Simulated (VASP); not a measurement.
**CdTe in VASP 6.6.1, single-point calculation**

INCAR

```
LREAL = .FALSE.
LCHARG = .FALSE.
NBANDS = 16
ISMEAR = -1
ENCUT = 520
LWAVE = .FALSE.
IBRION = -1
NELM = 59
PREC = Accurate
ISIF = 2
METAGGA = RTPSS
SIGMA = 0.02
NSW = 0
EDIFF = 1E-7
LASPH = .TRUE.
```

KPOINTS

```
KPOINTS created by Atomic Simulation Environment
0
Gamma
6 6 6
0 0 0
```

POSCAR

```
Cd Te
 1.0000000000000000
     0.0000000000000000    3.2799551162000000    3.1815564627000001
     3.2799551162000000    0.0000000000000000    3.1815564627000001
     3.2799551162000000    3.2799551162000000    0.0000000000000000
 Cd  Te
   1   1
Cartesian
  0.0000000000000000  0.0000000000000000  0.0000000000000000
  1.6399775581000000  1.6399775581000000  1.5907782313500001
```

The recommended PBE PAW datasets give the neutral cell 18 valence electrons.

Command

```
mpirun -np 1 vasp_std
```

**Question.** Predict the outcome of this run.

**Answer.** It converged. Results: gap between bands v and c on the k mesh 0.91 eV; least direct gap on the k mesh 0.91 eV; pressure 1.2 GPa. Band v is the last that the valence electrons fill when counted band by band, and c is the next.

OSZICAR

```
N       E                     dE             d eps       ncg     rms          rms(c)
DAV:   1     0.130400570510E+03    0.13040E+03   -0.83194E+03   968   0.985E+02
DAV:   2     0.300654794909E+02   -0.10034E+03   -0.95041E+02  1104   0.236E+02
DAV:   3     0.265712629517E+02   -0.34942E+01   -0.34882E+01  1224   0.456E+01
DAV:   4     0.265437441593E+02   -0.27519E-01   -0.27517E-01  1360   0.369E+00
DAV:   5     0.265434819519E+02   -0.26221E-03   -0.26221E-03  1232   0.262E-01    0.583E+00
DAV:   6     0.311915522379E+02    0.46481E+01   -0.52679E+00   976   0.287E+01    0.564E+00
DAV:   7     0.312552032886E+02    0.63651E-01   -0.10599E-01  1208   0.309E+00    0.359E+00
DAV:   8     0.312784167321E+02    0.23213E-01   -0.11635E-01  1008   0.217E+00    0.923E-01
DAV:   9     0.312758229575E+02   -0.25938E-02   -0.10072E-02  1160   0.750E-01    0.658E-01
DAV:  10     0.312760123423E+02    0.18938E-03   -0.37055E-04  1144   0.119E-01    0.438E-01
DAV:  11     0.312759042441E+02   -0.10810E-03   -0.12223E-03  1088   0.191E-01    0.745E-02
DAV:  12     0.312758575240E+02   -0.46720E-04   -0.12339E-04  1288   0.702E-02    0.536E-02
DAV:  13     0.312758456554E+02   -0.11869E-04   -0.25273E-05  1144   0.318E-02    0.501E-02
DAV:  14     0.312758392276E+02   -0.64278E-05   -0.14747E-05  1200   0.206E-02    0.176E-02
DAV:  15     0.312758379697E+02   -0.12579E-05   -0.15629E-06  1232   0.799E-03    0.483E-03
DAV:  16     0.312758376235E+02   -0.34620E-06   -0.25046E-07  1136   0.316E-03    0.163E-03
DAV:  17     0.312758377639E+02    0.14041E-06   -0.37277E-08   976   0.133E-03    0.105E-03
DAV:  18     0.312758377722E+02    0.83394E-08   -0.99678E-09   864   0.673E-04
   1 F= 0.31275838E+02 E0= 0.31275838E+02  d E =-.105148E-10
```

For comparison, a separate PBE run of the intended cell, on usual settings and not on those above, gives a gap of 0.69 eV on its mesh and a pressure of 2.4 GPa.
